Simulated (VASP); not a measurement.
# KI (Fm-3m) in VASP: notebook

Aim: see how the results for KI move with the level of theory and the settings. Levels: PBE, HSE06, PBE0, HF. Tasks: single point.

All numbers are computed with VASP 6.6.1; they aren't measurements. Logs are shortened: lines on timing, memory, paths and dates and some standing lists are left out, and cuts for length are marked.

**Experimental background.**

From a printed reference work, monograph, for a bulk crystal of KI: band gap 6.32 eV.

The results are compared with them further down.

## 1. The cell of the first run

It takes space group Fm-3m (No. 225, cubic). Conventional cell: a = 7.089 Å, b = 7.089 Å, c = 7.089 Å, α = 90.00°, β = 90.00°, γ = 90.00°. K (site symmetry m-3m) has 6 I at 3.54 Å within 4.7 Å. Within 4.7 Å of I (site symmetry m-3m) lie 6 K at 3.54 Å.

## 2. Single point, PBE, non-collinear spin, zero start, spin-orbit coupling

INCAR

```
ALGO = Normal
EDIFF = 1E-6
ENCUT = 520
GGA = PE
GGA_COMPAT = False
ISIF = 2
ISMEAR = 0
LASPH = True
LCHARG = False
LORBIT = 11
LORBMOM = True
LREAL = False
LSORBIT = True
LWAVE = False
MAGMOM = 0 0 0 0 0 0
NBANDS = 28
NELM = 150
PREC = Accurate
SIGMA = 0.01
```

KPOINTS

```
k-points
0
Gamma
  6 6 6
```

POSCAR

```
KI
1.0
    0.0000000000      3.5445661589      3.5445661589
    3.5445661589      0.0000000000      3.5445661589
    3.5445661589      3.5445661589      0.0000000000
K I
1 1
Direct
    0.0000000000      0.0000000000      0.0000000000
    0.5000000000      0.5000000000      0.5000000000
```

Potentials or basis: VASP PAW PBE potentials, release 64 (K_sv, I).

Command:

```bash
$ cat potpaw_PBE.64/K_sv/POTCAR potpaw_PBE.64/I/POTCAR > POTCAR
$ mpirun -np 1 vasp_ncl > vasp.out
```

OUTCAR:

```text
EDIFF = 1E-6
   ENCUT = 520
   GGA = PE
   ISIF = 2
   ISMEAR = 0
   LASPH = True
   LORBIT = 11
   LREAL = False
   LSORBIT = True
   NELM = 150
   PREC = Accurate

 ion  position               nearest neighbor table
   1  0.000  0.000  0.000-   2 3.54   2 3.54   2 3.54   2 3.54   2 3.54   2 3.54
   2  0.500  0.500  0.500-   1 3.54   1 3.54   1 3.54   1 3.54   1 3.54   1 3.54

  LATTYP: Found a face centered cubic cell.
 ALAT       =     7.0891323178

  Lattice vectors:

 A1 = (   0.0000000000,   3.5445661589,   3.5445661589)
 A2 = (   3.5445661589,   0.0000000000,   3.5445661589)
 A3 = (   3.5445661589,   3.5445661589,   0.0000000000)

Analysis of symmetry for initial positions (statically):
=====================================================================
 Subroutine PRICEL returns:
 Original cell was already a primitive cell.

 Routine SETGRP: Setting up the symmetry group for a
 face centered cubic supercell.

 Subroutine GETGRP returns: Found 48 space group operations
 (whereof 48 operations were pure point group operations)
 out of a pool of 48 trial point group operations.

The static configuration has the point symmetry O_h .

Analysis of symmetry for dynamics (positions and initial velocities):
=====================================================================
 Subroutine PRICEL returns:
 Original cell was already a primitive cell.

 Routine SETGRP: Setting up the symmetry group for a
 face centered cubic supercell.

 Subroutine GETGRP returns: Found 48 space group operations
 (whereof 48 operations were pure point group operations)
 out of a pool of 48 trial point group operations.

The dynamic configuration has the point symmetry O_h .

Analysis of structural, dynamic, and magnetic symmetry:
=====================================================================
 Subroutine PRICEL returns:
 Original cell was already a primitive cell.

 Routine SETGRP: Setting up the symmetry group for a
 face centered cubic supercell.

 Subroutine GETGRP returns: Found 48 space group operations
 (whereof 48 operations were pure point group operations)
 out of a pool of 48 trial point group operations.

The overall configuration has the point symmetry O_h .

 Subroutine INISYM returns: Found 48 space group operations
[... 664 lines left out ...]
      0.00000      0.00000      0.00000         0.000000      0.000000     -0.000000
      3.54457      3.54457      3.54457        -0.000000      0.000000      0.000000
 -----------------------------------------------------------------------------------
    total drift:                                0.000000     -0.000000     -0.000000

  FREE ENERGIE OF THE ION-ELECTRON SYSTEM (eV)
  ---------------------------------------------------
  free  energy   TOTEN  =        -5.6857693164 eV

  energy  without entropy=       -5.6857693164  energy(sigma->0) =       -5.68576932

 orbital moment (x)

 # of ion     p       d       tot
 ----------------------------------------
  1         0.000  -0.000  -0.000
  2         0.000   0.000   0.000
 ----------------------------------------
            0.000  -0.000  -0.000

 orbital moment (y)

 # of ion     p       d       tot
 ----------------------------------------
  1         0.000  -0.000  -0.000
  2         0.000  -0.000  -0.000
 ----------------------------------------
            0.000  -0.000  -0.000

 orbital moment (z)

 # of ion     p       d       tot
 ----------------------------------------
  1         0.000   0.000   0.000
  2         0.000   0.000   0.000
 ----------------------------------------
            0.000   0.000   0.000

 Spin-Orbit-Coupling matrix elements

 Ion:    1  E_soc:     -0.0082236
 l=   1
     0.0000000    -0.0013685    -0.0013685
    -0.0013685     0.0000000    -0.0013685
    -0.0013685    -0.0013685     0.0000000
 l=   2
     0.0000000     0.0000002     0.0000000     0.0000002    -0.0000023
     0.0000002     0.0000000    -0.0000017     0.0000002    -0.0000006
     0.0000000    -0.0000017     0.0000000    -0.0000017     0.0000000
     0.0000002     0.0000002    -0.0000017     0.0000000    -0.0000006
    -0.0000023    -0.0000006     0.0000000    -0.0000006     0.0000000
 l=   3
     0.0000000     0.0000000     0.0000000     0.0000000     0.0000000     0.0000000     0.0000000
     0.0000000     0.0000000     0.0000000     0.0000000     0.0000000     0.0000000     0.0000000
     0.0000000     0.0000000     0.0000000     0.0000000     0.0000000     0.0000000     0.0000000
     0.0000000     0.0000000     0.0000000     0.0000000     0.0000000     0.0000000     0.0000000
     0.0000000     0.0000000     0.0000000     0.0000000     0.0000000     0.0000000     0.0000000
     0.0000000     0.0000000     0.0000000     0.0000000     0.0000000     0.0000000     0.0000000
     0.0000000     0.0000000     0.0000000     0.0000000     0.0000000     0.0000000     0.0000000

 Ion:    2  E_soc:     -0.2468060
 l=   1
     0.0000000    -0.0411311    -0.0411311
    -0.0411311     0.0000000    -0.0411311
    -0.0411311    -0.0411311     0.0000000
 l=   2
     0.0000000    -0.0000009     0.0000000    -0.0000009    -0.0000023
    -0.0000009     0.0000000    -0.0000017    -0.0000009    -0.0000006
     0.0000000    -0.0000017     0.0000000    -0.0000017     0.0000000
    -0.0000009    -0.0000009    -0.0000017     0.0000000    -0.0000006
    -0.0000023    -0.0000006     0.0000000    -0.0000006     0.0000000
 l=   3
     0.0000000     0.0000000     0.0000000     0.0000000     0.0000000     0.0000000     0.0000000
     0.0000000     0.0000000     0.0000000     0.0000000     0.0000000     0.0000000     0.0000000
     0.0000000     0.0000000     0.0000000     0.0000000     0.0000000     0.0000000     0.0000000
     0.0000000     0.0000000     0.0000000     0.0000000     0.0000000     0.0000000     0.0000000
     0.0000000     0.0000000     0.0000000     0.0000000     0.0000000     0.0000000     0.0000000
     0.0000000     0.0000000     0.0000000     0.0000000     0.0000000     0.0000000     0.0000000
     0.0000000     0.0000000     0.0000000     0.0000000     0.0000000     0.0000000     0.0000000

 total charge

# of ion       s       p       d       tot
------------------------------------------
    1        1.957   5.578   0.022   7.557
    2        1.492   2.854   0.001   4.347
--------------------------------------------------
tot          3.449   8.432   0.023  11.904

 magnetization (x)

# of ion       s       p       d       tot
------------------------------------------
    1        0.000   0.000   0.000   0.000
    2        0.000  -0.000   0.000  -0.000
--------------------------------------------------
tot          0.000  -0.000   0.000  -0.000

 magnetization (y)

# of ion       s       p       d       tot
------------------------------------------
    1       -0.000   0.000   0.000  -0.000
    2        0.000   0.000   0.000   0.000
--------------------------------------------------
tot         -0.000   0.000   0.000  -0.000

 magnetization (z)

# of ion       s       p       d       tot
------------------------------------------
    1       -0.000   0.000   0.000  -0.000
    2        0.000   0.000  -0.000  -0.000
--------------------------------------------------
tot         -0.000   0.000  -0.000  -0.000
```

Run time: 56 s. Hardware: 1 thread of AMD EPYC 9R45 (Zen 5), shared host; peak memory 0.47 GiB.

What came out:

```yaml
Free_energy: -5.6858 eV
Pressure: 0.5 GPa
Net_moment: 0.00 μB per cell
Valence_electrons_inside_the_program's_atomic_spheres: K 7.56; I 4.35
```

Moments on the atoms (μB; x, y, z):
```
K   0.00 0.00 0.00
I   0.00 0.00 0.00
```

(Continued in part 2 of 2.)
